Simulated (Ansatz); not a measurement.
Level of theory: DFT, PBE, plane waves (420 eV) with PAW, scalar-relativistic in Ansatz.

An element in the hcp structure gives this curve. The cell is scaled uniformly from the relaxed one, with fractional coordinates and shape fixed. Energies are extrapolated to zero smearing, pressures are those at the given smearing. Magnetic state: spin not included.

| V (Å³/atom) | E − E₀ (meV/atom) | P (GPa) |
| --- | --- | --- |
| 28.053 | 68.9 | 6.74 |
| 29.328 | 27.3 | 3.91 |
| 30.603 | 5.8 | 1.68 |
| 31.878 | 0.1 | -0.08 |
| 33.154 | 6.8 | -1.47 |
| 34.429 | 23.3 | -2.57 |
| 35.704 | 47.7 | -3.45 |

Question: Which element is it?
A. antimony
B. lead
C. thulium
D. ytterbium

Answer: B. Its fit is V₀ = 31.78 Å³/atom, B₀ = 40 GPa, B₀′ = 4.9.
